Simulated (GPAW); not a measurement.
A calculation with GPAW 26.7.0 of Ge (ASE script, structure typed inline):

File run.py:

```python
import numpy as np
from ase import Atoms
from ase.dft.bandgap import bandgap
from ase.io import write
from gpaw import GPAW, PW
from gpaw.response.df import DielectricFunction

atoms = Atoms(['Ge', 'Ge'],
              cell=[[0.0, 2.82891, 2.82891],
                    [2.82891, 0.0, 2.82891],
                    [2.82891, 2.82891, 0.0]],
              scaled_positions=[[0.75, 0.75, 0.75],
                                [0.5, 0.5, 0.5]],
              pbc=True)

calc = GPAW(mode=PW(450),
            xc='LDA',
            kpts={'size': (7, 7, 7), 'gamma': True},
            occupations={'name': 'fermi-dirac', 'width': 0.001},
            nbands=11,
            convergence={'density': 1e-06},
            maxiter=150,
            txt='gpaw.txt')
atoms.calc = calc
energy = atoms.get_potential_energy()
calc.write('gs.gpw')
write('result.traj', atoms)
print(f'Energy: {energy:.6f} eV')
print('Fermi level:', round(calc.get_fermi_level(), 4), 'eV')
print(f'Gap: {bandgap(calc)[0]:.4f} eV, direct: {bandgap(calc, direct=True)[0]:.4f} eV')

for size in [(21, 21, 21)]:
    name = 'x'.join(str(n) for n in size)
    dense = calc.fixed_density(kpts={'size': size, 'gamma': True},
                               nbands=30, convergence={'bands': 24, 'eigenstates': 1e-7},
                               update_fermi_level=True, txt=f'dense-{name}.txt')
    dense.write(f'{name}.gpw', mode='all')
    df = DielectricFunction(f'{name}.gpw', frequencies=np.array([0.0]), hilbert=False, eta=0.001,
                            ecut=80, nbands=24, intraband=False, txt=f'df-{name}.txt')
    for xc in ['RPA']:
        for direction in ['x', 'y', 'z', [0, 1, 1], [1, 0, 1], [1, 1, 0]]:
            e0, e = df.get_macroscopic_dielectric_constant(xc=xc, direction=direction)
            print(f'{name} {xc} {direction}: {e0:.4f} without, {e:.4f} with local fields')
```

Potentials or basis: the program's PAW data sets (release 1.2.1) made for this functional, pw.

Command:

```sh
$ OMP_NUM_THREADS=1 python run.py
```

Problem. Write the same calculation in another form: ASE script, Cartesian positions.

Solution. As run:

The input run.py:

```python
import numpy as np
from ase.dft.bandgap import bandgap
from ase.io import read, write
from gpaw import GPAW, PW
from gpaw.response.df import DielectricFunction

atoms = read('Ge.xyz')

calc = GPAW(mode=PW(450),
            xc='LDA',
            kpts={'size': (7, 7, 7), 'gamma': True},
            occupations={'name': 'fermi-dirac', 'width': 0.001},
            nbands=11,
            convergence={'density': 1e-06},
            maxiter=150,
            txt='gpaw.txt')
atoms.calc = calc
energy = atoms.get_potential_energy()
calc.write('gs.gpw')
write('result.traj', atoms)
print(f'Energy: {energy:.6f} eV')
print('Fermi level:', round(calc.get_fermi_level(), 4), 'eV')
print(f'Gap: {bandgap(calc)[0]:.4f} eV, direct: {bandgap(calc, direct=True)[0]:.4f} eV')

for size in [(21, 21, 21)]:
    name = 'x'.join(str(n) for n in size)
    dense = calc.fixed_density(kpts={'size': size, 'gamma': True},
                               nbands=30, convergence={'bands': 24, 'eigenstates': 1e-7},
                               update_fermi_level=True, txt=f'dense-{name}.txt')
    dense.write(f'{name}.gpw', mode='all')
    df = DielectricFunction(f'{name}.gpw', frequencies=np.array([0.0]), hilbert=False, eta=0.001,
                            ecut=80, nbands=24, intraband=False, txt=f'df-{name}.txt')
    for xc in ['RPA']:
        for direction in ['x', 'y', 'z', [0, 1, 1], [1, 0, 1], [1, 1, 0]]:
            e0, e = df.get_macroscopic_dielectric_constant(xc=xc, direction=direction)
            print(f'{name} {xc} {direction}: {e0:.4f} without, {e:.4f} with local fields')
```

File Ge.xyz:

```xyz
2
Lattice="0.0000000000 2.8289100000 2.8289100000 2.8289100000 0.0000000000 2.8289100000 2.8289100000 2.8289100000 0.0000000000" Properties=species:S:1:pos:R:3 pbc="T T T"
Ge     4.2433650000      4.2433650000      4.2433650000
Ge     2.8289100000      2.8289100000      2.8289100000
```

Potentials or basis: the program's PAW data sets (release 1.2.1) made for this functional, pw.

Command:

```console
$ OMP_NUM_THREADS=1 python run.py
```

Both were run:

|  | ASE script, structure typed inline | ASE script, Cartesian positions |
| --- | --- | --- |
| Band gap on the k mesh | none (metal or under the smearing width) | none (metal or under the smearing width) |
| Electronic dielectric tensor (diagonal) | 41.64 | 41.64 |

Keys that steer only the numerical path or the files written may differ.

Caveat: the long-wavelength limit can be off by a per cent or two.
